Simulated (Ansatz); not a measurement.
The system is Ti.

```
Ti
1.0
    -1.64100    1.64100    1.64100
     1.64100   -1.64100    1.64100
     1.64100    1.64100   -1.64100
Ti
1
Cartesian
  0.0000 0.0000 0.0000
```

This isn't the form of Ti at room conditions, which is hcp.

Program: Ansatz 0.2.0. Alike in all runs: potentials or basis Ansatz PAW; no spin polarisation; cell as given. Hardware: 2 threads of Intel(R) Xeon(R) Processor @ 2.70GHz, on a shared host.

Task: Order these runs on this cell by their wall time, lowest first.
A. task single point; level r2SCANh; k mesh 6 × 6 × 6; cutoff (eV) 500; smearing fermi-dirac 0.05 eV; mesh quality coarse
B. task single point; level PBE; k mesh 11 × 11 × 11; cutoff (eV) 420; smearing gaussian 0.012 eV; mesh quality not flagged
C. task single point; level B3LYP; k mesh 6 × 6 × 6; cutoff (eV) 420; smearing fermi-dirac 0.05 eV; mesh quality coarse
D. task band structure; level r2SCAN; k mesh 11 × 11 × 11; cutoff (eV) 500; smearing fermi-dirac 0.05 eV; points for each segment of the path 14; mesh quality not flagged
E. task band structure; level HSEsol; k mesh 6 × 6 × 6; cutoff (eV) 420; smearing fermi-dirac 0.05 eV; points for each segment of the path 4; mesh quality coarse

Result: B (0.62 s), D (1.5 s), A (11 s), C (29 s), E (62 s).

Caveats: some runs use coarse meshes.
